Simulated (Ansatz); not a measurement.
Wurtzite InN was calculated with PBE (plane waves, PAW; Ansatz, a program for electronic structure).

Run with plane-wave cutoff 520 eV, 24×24×12 k mesh (along the axes of the cell as run), Fermi–Dirac smearing 0.05 eV, scalar-relativistic PAW data made under PBE.

Cell (relaxed at this level):

InN is taken in the hexagonal space group P6₃mc (No. 186), the wurtzite structure, Pearson symbol hP4. Conventional cell: a = b = 3.580 Å, c = 5.787 Å, α = β = 90.00°, γ = 120.00°. In on 2b sees 4 N at 2.183–2.192 Å (tetrahedral). N on 2b is coordinated by 4 In at 2.183–2.192 Å (tetrahedral). (Neighbours: up to the widest gap in distance over summed covalent radii, below 1.35, at either atom; cation-cation and far metal-metal contacts left out.)

Task: Predict the elastic constant C13, elastic constant C33, elastic constant C12, elastic constant C11, elastic constant C44 and elastic constant C66.

Result: 
elastic constant C13: 75.6 GPa
elastic constant C33: 207 GPa
elastic constant C12: 92.9 GPa
elastic constant C11: 200 GPa
elastic constant C44: 47.4 GPa
elastic constant C66: 53.7 GPa

Note: the solid has no gap at this level, which affects its response.

Elastic constants are with the ions relaxed.

Spin–orbit coupling is not included.

The computed numbers hold no vibrational or temperature effects.

Cost on a shared machine: about 70 core-minutes (a rough figure).
